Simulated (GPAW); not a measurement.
The system is AgCl (Chlorargyrite).

```
Ag Cl
1.0
     0.00000    2.73500    2.73500
     2.73500    0.00000    2.73500
     2.73500    2.73500    0.00000
Ag Cl
1 1
Direct
  0.00000 0.00000 0.00000
  0.50000 0.50000 0.50000
```

| Item | Value |
| --- | --- |
| Program | GPAW 26.7.0 |
| Task | single point |
| Functional | PBEsol |
| Potentials or basis | PAW data sets generated in the run's folder for this functional |
| Cutoff | 600 eV |
| Basis | pw |
| k mesh | 8 × 8 × 8 |
| Occupations | fermi-dirac, width 0.05 eV |
| Spin | no spin polarisation |

On this cell: pressure -0.6 GPa; largest force zero by symmetry; band gap on the k mesh 0.70 eV, indirect (least direct gap 3.17 eV).

The same run follows on a disturbed copy (atoms moved at random, drawn with an rms of 0.05 Å):

```
CELL_PARAMETERS angstrom
0.00000 2.73500 2.73500
2.73500 0.00000 2.73500
2.73500 2.73500 0.00000
ATOMIC_POSITIONS crystal
Ag 0.98280 0.01129 0.99551
Cl 0.49628 0.50908 0.50356
```

What does the disturbed cell give?

The energy moves by +1.4 meV/atom; pressure -0.5 GPa; largest force 0.086 eV/Å; band gap on the k mesh 0.70 eV, indirect (least direct gap 3.02 eV).

Forces on the atoms (eV/Å):
```
Ag   0.019  0.074  0.038
Cl  -0.019 -0.074 -0.038
```

Stress tensor (GPa, compression positive):
```
-0.57 -0.02 -0.01
-0.02 -0.39 -0.03
-0.01 -0.03 -0.53
```

A k mesh can miss the band edges.
